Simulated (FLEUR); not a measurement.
Crystal: RbCl.

```
Rb Cl
1.0
     0.00000    3.27400    3.27400
     3.27400    0.00000    3.27400
     3.27400    3.27400    0.00000
Rb Cl
1 1
Direct
  0.00000 0.00000 0.00000
  0.50000 0.50000 0.50000
```

```yaml
Program: FLEUR MaX-R8.1 (later development tree)
Task: single point
Functional: PBE
Potentials_or_basis: all-electron
Basis: FLAPW
Kmax: 3.8 1/bohr
k_mesh: 7 × 7 × 7
Occupations: fermi-dirac, width 0.05 eV
Spin: no spin polarisation
Gmax: 11.8 1/bohr
Muffin-tin_radii: Rb 2.66, Cl 2.66 bohr
lmax: Rb 11, Cl 11
Local_orbitals_a_species: Rb 5, Cl 4
Max_iterations: 60
Mixing_factor: 0.05
Mixer: Anderson
Mixer_history: 15
Density_convergence: 1e-05 me/bohr^3
```

On this cell: largest force zero by symmetry; band gap on the k mesh 5.05 eV, direct.

The same run follows on a disturbed copy (atoms moved at random, drawn with an rms of 0.05 Å):

```
Rb Cl
1.0
     0.00000    3.27400    3.27400
     3.27400    0.00000    3.27400
     3.27400    3.27400    0.00000
Rb Cl
1 1
Direct
  0.98821 0.00202 0.00602
  0.48568 0.49733 0.50592
```

Question: What does the disturbed cell give?

Answer: The energy moves by +0.3 meV/atom; largest force 0.040 eV/Å; band gap on the k mesh 5.05 eV, direct.

Forces in eV/Å, atoms in the order of the input:
```
Rb  -0.020 -0.011 -0.031
Cl   0.021  0.012  0.032
```

Caveats: an odd mesh through Γ misses points on the zone boundary, where band edges often lie.
